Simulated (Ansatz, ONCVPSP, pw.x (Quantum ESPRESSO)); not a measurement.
# zirconium (Zr): one change to the ONCV potential, in the atom and in the fcc crystal

```
Element                 : zirconium
Generator               : ONCVPSP 4.0.1.1 (patched build)
Type                    : optimised norm-conserving Vanderbilt (ONCV)
Functional              : PBE
Relativity              : scalar-relativistic
Frozen core             : [Kr]
Valence charge          : 4
Reference configuration : 4d2 5s2
Partial waves           : 5s: rc 3.45 bohr, ncon 4, nbas 7, qcut 2 1/bohr, 2 projectors, debl 3.1 Ha; p scattering state at 0.09 Ha: rc 3.60 bohr, ncon 3, nbas 6, qcut 2.1 1/bohr, 2 projectors, debl 1.3 Ha; 4d: rc 1.95 bohr, ncon 4, nbas 6, qcut 4.4 1/bohr, 3 projectors, debl 2.4 Ha
Local potential         : polynomial inside 1.85 bohr (lpopt 5, dvloc0 4 Ha)
Core correction         : none
```

In the p channel the program set the typed energies aside and used 0.050, 1.350 Ha.

Change: core correction polynomial model core, fcfact 0.55.

Cutoffs, loose and tight: the cutoffs (Ha) at which the residual kinetic energy of the hardest occupied pseudo-wave falls to 1 and 0.1 mHa per electron. They do not see the model core or the augmentation charge, which bear on the density cutoff. Test errors are all-electron minus pseudo excitation energies from the reference, over the configurations 4d2 5s1; 4d2 5s0; 4d1 5s0; 4d1 5s2; variants that change the core or the reference have their own tests.

Crystal test: fcc Zr in pw.x 7.5, no spin, 13³ k-points, Fermi–Dirac smearing 0.01 Ry, cutoffs set for each file from its atomic test. The reference is all-electron LAPW (Ansatz 0.2.0) with the same functional, mesh and smearing; V0 and B0 come from Birch–Murnaghan fits to the pressures at five volumes. Errors are pseudo minus all-electron; Δ is the rms difference of the E(V) curves that follow from these fits, minima aligned, over ±6 % about the mean V0. Mesh and smearing are coarse, so the numbers serve the comparison and aren't converged zero-temperature values; the lattice is a test structure that the element need not adopt.

All-electron: a0 = 4.534 Å (V0 = 23.31 Å³/atom), B0 = 89.0 GPa.

**Question.** Does the change bring the crystal closer to the all-electron result?

**Answer.** The mean pressure error goes from +0.76 to -1.07 GPa, so the change moves the solid further from the all-electron pressures. The B0 error goes the other way, from -6.7 to +1.8 %.

| quantity | base | changed |
| --- | --- | --- |
| outcome (atom) | generated, projector energies reset by the program | generated, projector energies reset by the program |
| cutoff, loose (atom) | 24 Ha | 24 Ha |
| cutoff, tight (atom) | 30 Ha | 30 Ha |
| bound ghosts (atom) | none | none |
| largest test error (meV) (atom) | +354 | -239 |
| cutoffs in pw.x (Ry) | 70/280 | 70/280 |
| a0 (Å) | 4.549 | 4.517 |
| a0 error (%) | +0.32 | -0.40 |
| B0 error (%) | -6.7 | +1.8 |
| Δ (meV/atom) | 4.1 | 5.4 |
| mean pressure error (GPa) | +0.76 | -1.07 |

Base: The largest radius (3.60 bohr) exceeds half the bond length (3.03 bohr), so the spheres overlap, which is one possible source of error among others. Changed file: The largest radius (3.60 bohr) exceeds half the bond length (3.03 bohr), so the spheres overlap, which is one possible source of error among others.
